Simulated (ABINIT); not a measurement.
HfO2:

```xyz
3
Lattice="0.0000 2.5575 2.5575 2.5575 0.0000 2.5575 2.5575 2.5575 0.0000" Properties=species:S:1:pos:R:3 pbc="T T T"
Hf    0.0000    0.0000    0.0000
O     3.8363    3.8363    3.8363
O     1.2788    1.2788    1.2788
```

Measurements of this composition are mostly on another form, of space group No. 14.

Base run:

```yaml
Program: ABINIT 10.8.3 (patched build)
Functional: PBE
Potentials_or_basis: PseudoDojo NC SR PBE v0.4.1 standard
Cutoff: 1143 eV
k_mesh: 7 × 7 × 7
Occupations: fermi-dirac, width 0.05 eV
Spin: no spin polarisation
```

Its results: band gap on the k mesh 3.95 eV, indirect (least direct gap 4.11 eV); pressure -4.8 GPa.

**Question.** The run is repeated on the same cell with these changes: functional from PBE to LDA; potentials or basis from PseudoDojo NC SR PBE v0.4.1 standard to JTH PAW LDA v2.0; cutoff from 1143 eV to 517 eV. What comes out?

**Answer.** Band gap on the k mesh 3.71 eV, indirect (least direct gap 3.88 eV); pressure -20.3 GPa.

Caveats: spin-orbit coupling is left out, which moves the levels of the heavy elements; an odd mesh through Γ misses points on the zone boundary, where band edges often lie; so large a pressure means that the cell lies far from this level's equilibrium, or that cutoff or potentials fall short (some runs).

Not every run made on this cell is shown here.
